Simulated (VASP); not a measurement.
# As (R-3m) in VASP: relaxation of cell and atoms with r2SCAN+rVV10

Aim: the relaxation of cell and atoms of As with r2SCAN+rVV10.

All numbers are computed with VASP 6.6.1; they aren't measurements. Logs are shortened: lines on timing, memory, paths and dates and some standing lists are left out, and cuts for length are marked.

### 1 Starting point

Symmetry: R-3m, No. 166, trigonal system. The conventional cell has a = 3.760 Å, b = 3.760 Å, c = 10.457 Å, α = 90.00°, β = 90.00°, γ = 120.00°. As (site symmetry 3m) is surrounded by 3 As at 2.52 Å.

### 2 Relaxation of cell and atoms, r2SCAN+rVV10

File INCAR:

```
SYSTEM = As
  PREC = Accurate
  ENCUT = 600
  EDIFF = 1E-7
  ISMEAR = 0
  SIGMA = 0.1
  LREAL = .False.
  LASPH = .True.
  NELM = 100
  ALGO = Normal
  ISIF = 3
  LWAVE = .False.
  LCHARG = .False.
  METAGGA = R2SCAN
  LMIXTAU = .True.
  LUSE_VDW = .True.
  IVDW_NL = 2
  BPARAM = 11.95
  CPARAM = 0.0093
  IBRION = 2
  NSW = 90
  EDIFFG = -0.005
```

File KPOINTS:

```
regular mesh
0
Gamma
  15 15 15
  0 0 0
```

File POSCAR:

```
As
1.0
    1.8797500000      1.0852741700      3.4857666700
   -1.8797500000      1.0852741700      3.4857666700
    0.0000000000     -2.1705483400      3.4857666700
As
2
Direct
    0.2275400000      0.2275400000      0.2275400000
    0.7724600000      0.7724600000      0.7724600000
```

Potentials or basis: VASP PAW PBE potentials, release 64 (As).

Run with:

```sh
$ cat potpaw_PBE.64/As/POTCAR > POTCAR
$ mpirun -np 1 vasp_std > vasp.out
```

OUTCAR:

```text
SYSTEM = As
   PREC = Accurate
   ENCUT = 600
   EDIFF = 1E-7
   ISMEAR = 0
   LREAL = .False.
   LASPH = .True.
   NELM = 100
   ISIF = 3
   METAGGA = R2SCAN
   IVDW_NL = 2
   BPARAM = 11.95
   IBRION = 2
   NSW = 90
   EDIFFG = -0.005

 ion  position               nearest neighbor table
   1  0.228  0.228  0.228-   2 2.52   2 2.52   2 2.52
   2  0.772  0.772  0.772-   1 2.52   1 2.52   1 2.52

  LATTYP: Found a trigonal (rhomboedric) cell.
 ALAT       =     4.1063182249
 COS(alpha) =     0.5808929386

  Lattice vectors:

 A1 = (   1.8797500000,   1.0852741700,   3.4857666700)
 A2 = (  -1.8797500000,   1.0852741700,   3.4857666700)
 A3 = (   0.0000000000,  -2.1705483400,   3.4857666700)

Analysis of symmetry for initial positions (statically):
=====================================================================
 Subroutine PRICEL returns:
 Original cell was already a primitive cell.

 Routine SETGRP: Setting up the symmetry group for a
 trigonal (rhombohedral) supercell.

 Subroutine GETGRP returns: Found 12 space group operations
 (whereof 12 operations were pure point group operations)
 out of a pool of 12 trial point group operations.

The static configuration has the point symmetry D_3d.

Analysis of symmetry for dynamics (positions and initial velocities):
=====================================================================
 Subroutine PRICEL returns:
 Original cell was already a primitive cell.

 Routine SETGRP: Setting up the symmetry group for a
 trigonal (rhombohedral) supercell.

 Subroutine GETGRP returns: Found 12 space group operations
 (whereof 12 operations were pure point group operations)
 out of a pool of 12 trial point group operations.

The dynamic configuration has the point symmetry D_3d.

 Subroutine INISYM returns: Found 12 space group operations
 (whereof 12 operations are pure point group operations),
 and found     1 'primitive' translations

----------------------------------------------------------------------------------------

                                     Primitive cell

  volume of cell :      42.6667

  direct lattice vectors                    reciprocal lattice vectors
     1.879750000  1.085274170  3.485766670     0.265992818  0.153571025  0.095626978
[... 118 lines left out ...]
   LRPA    =     F    only Hartree local field effects (RPA)
 conjugate gradient relaxation of ions
 non-spin polarized calculation
 Gauss-broadening in eV      SIGMA  =   0.10
  energy-cutoff  :      600.00
  volume of cell :       42.67
 maximum number of plane-waves:      1443
 NGX is ok and might be reduce to    36

--------------------------------------- Ionic step        1  -------------------------------------------

 number of electron      10.0000000 magnetization

 Free energy of the ion-electron system (eV)
  ---------------------------------------------------
  ext. energy  EPLUGINS =         0.00000000
  ---------------------------------------------------
  free energy    TOTEN  =       -29.18809577 eV

  energy without entropy =      -29.18757994  energy(sigma->0) =      -29.18783786

------------------------ aborting loop because EDIFF is reached ----------------------------------------

  FORCE on cell =-STRESS in cart. coord.  units (eV):
  Direction    XX          YY          ZZ          XY          YZ          ZX
  --------------------------------------------------------------------------------------
  -------------------------------------------------------------------------------------
  Total        0.3162985      0.3162985      0.2766177      0.0000000     -0.0000000      0.0000000
  in kB       11.8773227     11.8773227     10.3872697      0.0000000     -0.0000000      0.0000000
  external PRESSURE =      11.3806383 kB  Pullay stress =       0.0000000 kB
[... 89 lines left out ...]
  FREE ENERGIE OF THE ION-ELECTRON SYSTEM (eV)
  ---------------------------------------------------
  free  energy   TOTEN  =       -29.1900868063 eV

  energy  without entropy=      -29.1895872799  energy(sigma->0) =      -29.18983704

[... ionic steps 4 to 7 ...]

--------------------------------------- Ionic step        8  -------------------------------------------

 number of electron      10.0000000 magnetization

------------------------ aborting loop because EDIFF is reached ----------------------------------------
[... 67 lines left out ...]
--------------------------------------- Ionic step       10  -------------------------------------------

 number of electron      10.0000000 magnetization

 Free energy of the ion-electron system (eV)
  ---------------------------------------------------
  ext. energy  EPLUGINS =         0.00000000
  ---------------------------------------------------
  free energy    TOTEN  =       -29.19156036 eV

  energy without entropy =      -29.19087689  energy(sigma->0) =      -29.19121862

 E-fermi :   5.3027     XC(G=0): -10.3511

 val. band max:        5.2617611664   @ k =   0.4667   0.4000   0.4000
 cond. band min:       5.3124232976   @ k =   0.4000   0.0667   0.0667
 fundamental gap:      0.0506621312
 Fermi energy:         5.3027082059

 k-point     1 :       0.0000    0.0000    0.0000
  band No.  band energies     occupation
      1     -10.4782      2.00000
      2      -0.9117      2.00000
      3       2.4189      2.00000
      4       3.0022      2.00000
      5       3.0022      2.00000
      6       6.8871      0.00000
      7       8.1161      0.00000
      8       8.1161      0.00000
      9      12.4966      0.00000
[... 265 lines left out ...]
 k-point    24 :       0.2000    0.1333    0.0000
  band No.  band energies     occupation
      1      -9.9751      2.00000
      2      -2.3254      2.00000
      3       1.6098      2.00000
      4       2.2727      2.00000
      5       3.9624      2.00000
      6       6.5115      0.00000
      7       7.6623      0.00000
      8       8.6570      0.00000
      9      11.1090      0.00000

 [... further k-points ...]

------------------------ aborting loop because EDIFF is reached ----------------------------------------

  FORCE on cell =-STRESS in cart. coord.  units (eV):
  Direction    XX          YY          ZZ          XY          YZ          ZX
  --------------------------------------------------------------------------------------
  -------------------------------------------------------------------------------------
  Total        0.0074104      0.0074104      0.0034749      0.0000000      0.0000000      0.0000000
  in kB        0.2707891      0.2707891      0.1269792      0.0000000      0.0000000      0.0000000
  external PRESSURE =       0.2228524 kB  Pullay stress =       0.0000000 kB
[... 17 lines left out ...]
  FREE ENERGIE OF THE ION-ELECTRON SYSTEM (eV)
  ---------------------------------------------------
  free  energy   TOTEN  =       -29.1915603625 eV

  energy  without entropy=      -29.1908768862  energy(sigma->0) =      -29.19121862

 reached required accuracy - stopping structural energy minimisation
```

CONTCAR:

```text
As
   1.00000000000000
     1.8835022664704268    1.0874405420654887    3.5677765310356970
    -1.8835022664704268    1.0874405420654887    3.5677765310356970
     0.0000000000000000   -2.1748810841309774    3.5677765310356970
  As
     2
Direct
     0.2263217542462835    0.2263217542462835    0.2263217542462835
     0.7736782457537165    0.7736782457537165    0.7736782457537165

  0.00000000E+00  0.00000000E+00  0.00000000E+00
  0.00000000E+00  0.00000000E+00  0.00000000E+00
```

Run time: 55 min. Hardware: 1 thread of Intel Xeon Platinum 8559C (Emerald Rapids), shared host; peak memory 0.5 GiB.

Results:

| Property | Result |
| --- | --- |
| Free energy | -29.1916 eV |
| Relaxed volume | 21.92 Å³/atom |
| Relaxed cell | a = 4.178 Å, b = 4.178 Å, c = 4.178 Å, α = 53.59°, β = 53.59°, γ = 53.59° |
| Space group after relaxing (to 0.05 Å) | R-3m (No. 166) |
| Energy gained by relaxing | 1.7 meV/atom |
| Ionic steps | 10 |
| Pressure after relaxing | 0.0 GPa |
| Band gap on the k mesh | none (metal or under the smearing width) |

The path:
```
step  energy change (eV)  largest force (eV/Å)  pressure (GPa)  volume (Å³)
   1              0.0000                0.0230            1.14        42.67
   2             -0.0011                0.1355           -0.65        43.61
   3             -0.0020                0.0732            0.04        43.23
   4             -0.0024                0.0361            0.04        43.33
   5             -0.0027                0.0183            0.03        43.48
   6             -0.0031                0.0087            0.00        43.59
   7             -0.0034                0.0134           -0.06        43.84
   8             -0.0034                0.0162           -0.07        43.87
   9             -0.0034                0.0233            0.18        43.80
  10             -0.0035                0.0020            0.02        43.85
```

Final structure:
```cif
data_structure
_symmetry_space_group_name_H-M 'P 1'
_symmetry_Int_Tables_number 1
_cell_length_a 4.1784
_cell_length_b 4.1784
_cell_length_c 4.1784
_cell_angle_alpha 53.586
_cell_angle_beta 53.586
_cell_angle_gamma 53.586
_cell_volume 43.85
loop_
_atom_site_label
_atom_site_type_symbol
_atom_site_fract_x
_atom_site_fract_y
_atom_site_fract_z
_atom_site_occupancy
As1 As 0.22632 0.22632 0.22632 1
As2 As 0.77368 0.77368 0.77368 1
```

Levels at points of the mesh, in eV from the Fermi level:
```csv
k point,band 1,band 2,band 3,band 4,band 5,band 6,band 7,band 8,band 9
"(0.00, 0.00, 0.00)",-15.78,-6.21,-2.88,-2.30,-2.30,1.58,2.81,2.81,7.19
```

Caveat: the PAW data sets were made with another functional, which shifts forces and pressure a little.
